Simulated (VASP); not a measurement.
**SnTe: single point with PBE**

SnTe:

```xyz
2
Lattice="0.0000 3.1893 3.1893 3.2751 0.0000 3.1893 3.2751 3.1893 0.0000" Properties=species:S:1:pos:R:3 pbc="T T T"
Sn    0.0000    0.0000    0.0000
Te    3.2751    3.1893    3.1893
```

The cell was built by a generator and needn't be a form met in nature.

The cell isn't the ideal one: uniaxial_x strain +2.7%.

| Item | Value |
| --- | --- |
| Program | VASP 6.6.1 |
| Task | single point |
| Functional | PBE |
| Potentials or basis | VASP PAW PBE potentials, release 64 (Sn_d, Te) |
| Cutoff | 520 eV |
| k mesh | 8 × 8 × 8 |
| Occupations | fermi-dirac, width 0.02 eV |
| Spin | no spin polarisation |
| Dipole correction | no |
| Further INCAR settings | ALGO = Fast; EDIFF = 1e-07; NBANDS = 17 |

| Item | Value |
| --- | --- |
| Pressure | -0.4 GPa |
| Band gap on the k mesh | 0.05 eV, direct |

Stress tensor (GPa, compression positive):
```
-2.14  0.00  0.00
 0.00  0.50  0.00
 0.00  0.00  0.50
```

Levels at points of the mesh, in eV from the valence-band top:
```tsv
k point	band 6	band 7	band 8	band 9	band 10	band 11	band 12	band 13	band 14	band 15
(0.00, 0.00, 0.00)	-12.34	-4.89	-2.05	-2.05	-1.78	2.84	3.43	3.43	4.76	4.95
(0.50, 0.00, 0.00)	-11.21	-8.00	-1.67	-1.60	0.00	0.05	0.45	0.53	7.65	8.54
(0.50, 0.50, 0.00)	-10.92	-6.45	-5.14	-3.59	-3.30	2.42	4.29	4.93	6.09	8.80
(0.00, 0.50, 0.50)	-11.05	-6.30	-5.08	-3.39	-3.39	2.48	4.72	4.72	5.68	8.87
```

Run time: 62 s on 1 thread of Intel(R) Xeon(R) Platinum 8488C (Sapphire Rapids), on a shared host, peak memory 0.24 GiB.

Caveat: spin-orbit coupling is left out, which moves the levels of the heavy elements. A k mesh can miss the band edges.
